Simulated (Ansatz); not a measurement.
Set up this calculation in Ansatz 0.2.0, as the native input.

* Task: single point
* Functional: PBE
* Potentials or basis: all-electron LAPW, scalar-relativistic
* Cutoff: 258 eV (chosen from the basis error)
* Basis error allowed: 0.001 eV/atom
* k mesh: 12 × 12 × 12
* Occupations: gaussian, width 0.026 eV
* Spin: collinear spin, ferromagnetic start
* Starting moments: [2.0] μB

V:

```
V
1.0
    -1.51435    1.51435    1.51435
     1.51435   -1.51435    1.51435
     1.51435    1.51435   -1.51435
V
1
Cartesian
  0.0000 0.0000 0.0000
```

One way to write it, as run:

input.yaml

```yaml
crystal:
  lattice:
    - [-1.51435, 1.51435, 1.51435]
    - [1.51435, -1.51435, 1.51435]
    - [1.51435, 1.51435, -1.51435]
  atoms:
    - { symbol: V, position: [0.0, 0.0, 0.0], spin: 2.0 }
kpoints:
  mp_grid: { grid: [12, 12, 12] }
scf:
  occupations: { method: gaussian, width: 0.026 }
hamiltonian:
  xc: pbe
  pseudopotentials: { kind: all_electron, lapw: { basis_error: 0.001 } }
magnetization:
  spin_polarized: true
output:
  forces: true
  stress: true
  eigenvalues: true
```

Potentials or basis: all-electron LAPW, scalar-relativistic.

Command:

```console
$ ansatz run input.yaml --threads 2 --pin off --max-ram 6144MiB --backend cpu --events-out ev --progress --plain --runs-dir out
```

It gave:

| Quantity | Value |
| --- | --- |
| Pressure | -5.3 GPa |
| Band gap on the k mesh | none (metal or under the smearing width) |
| Net moment | 0.12 μB per cell |
| Absolute moment | 0.12 μB per cell |
| Site moments | V +0.11 μB |

Caveat: the starting moments weren't kept.

Run time: 5.2 s on 2 threads of Arm Neoverse V2 (shared host), peak memory 0.33 GiB.
